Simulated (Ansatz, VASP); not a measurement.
Given: the input of a run of Ansatz 0.2.0 on Ta2N. The cell comes from a database or a generator and needn't be the stable form of this composition.

Contents of input.yaml:

```yaml
crystal:
  lattice:
    - [3.112861506, 0.0, 0.0]
    - [-1.556430753, 2.6958171426, 0.0]
    - [0.0, 0.0, 4.869841]
  atoms:
    - { symbol: Ta, position: [0.3333333333, 0.6666666667, 0.254711] }
    - { symbol: Ta, position: [0.6666666667, 0.3333333333, 0.745289] }
    - { symbol: "N", position: [0.0, 0.0, 0.0] }
hamiltonian:
  xc: rpbe
  pseudopotentials: { kind: paw }
kpoints:
  mp_grid: { grid: [10, 10, 6] }
scf:
  occupations: { method: fermi_dirac, width: 0.05 }
output:
  forces: true
  stress: true
  eigenvalues: true
relax:
  f_tol: 0.01
  max_steps: 40
  cell: { stress_tol: 0.05 }
```

Potentials or basis: Ansatz PAW.

Command:

```bash
$ ansatz run input.yaml --threads 2 --pin off --max-ram 5632MiB --backend cpu --events-out ev --progress --plain --runs-dir out
```

Task: Set up the same calculation for VASP 6.6.1. Potentials or basis there: PBE PAW files N, Ta_pv, 600 eV.

Result: As run (cutoffs and basis follow the program's own potentials, and thresholds, step limits or extra output files can differ):

Contents of INCAR:

```
PREC = Accurate ; ENCUT = 600
EDIFF = 1E-7 ; ISMEAR = -1
SIGMA = 0.05 ; LREAL = F
LASPH = T ; NELM = 100
ALGO = Normal ; ISIF = 3
LWAVE = F ; LCHARG = F
GGA = RP ; IBRION = 2
NSW = 60 ; EDIFFG = -0.01
```

The input KPOINTS:

```
regular mesh
0
Gamma
  10 10 6
```

The input POSCAR:

```
Ta2N
1.0
    3.1128615060      0.0000000000      0.0000000000
   -1.5564307530      2.6958171426      0.0000000000
    0.0000000000      0.0000000000      4.8698410000
Ta N
2 1
Direct
    0.3333333333      0.6666666667      0.2547110000
    0.6666666667      0.3333333333      0.7452890000
    0.0000000000      0.0000000000      0.0000000000
```

Potentials or basis: VASP PAW PBE potentials, release 64 (Ta_pv, N).

Command:

```bash
$ cat potpaw_PBE.64/Ta_pv/POTCAR potpaw_PBE.64/N/POTCAR > POTCAR
$ mpirun -np 1 vasp_std > vasp.out
```

Both were run:

|  | Ansatz | VASP |
| --- | --- | --- |
| Relaxed volume | 13.74 Å³/atom | 13.76 Å³/atom |
| Relaxed cell | a = 3.111 Å, b = 3.111 Å, c = 4.918 Å, α = 90.00°, β = 90.00°, γ = 120.00° | a = 3.112 Å, b = 3.112 Å, c = 4.920 Å, α = 90.00°, β = 90.00°, γ = 120.00° |
| Space group after relaxing | P-3m1 (No. 164) | P-3m1 (No. 164) |
| Pressure after relaxing | 0.0 GPa | -0.1 GPa |

Ansatz's pressure holds a Pulay term of +0.26 GPa for its cutoff of 420 eV, which the other run lacks.

The potentials hold 31 and 27 valence electrons a cell.

Ansatz's potentials were made for PBE. VASP's potentials were made for PBE.

Where Ansatz's input types no cutoff or centring, it takes its own default and a Γ-centred mesh.

Pressure is positive in compression.
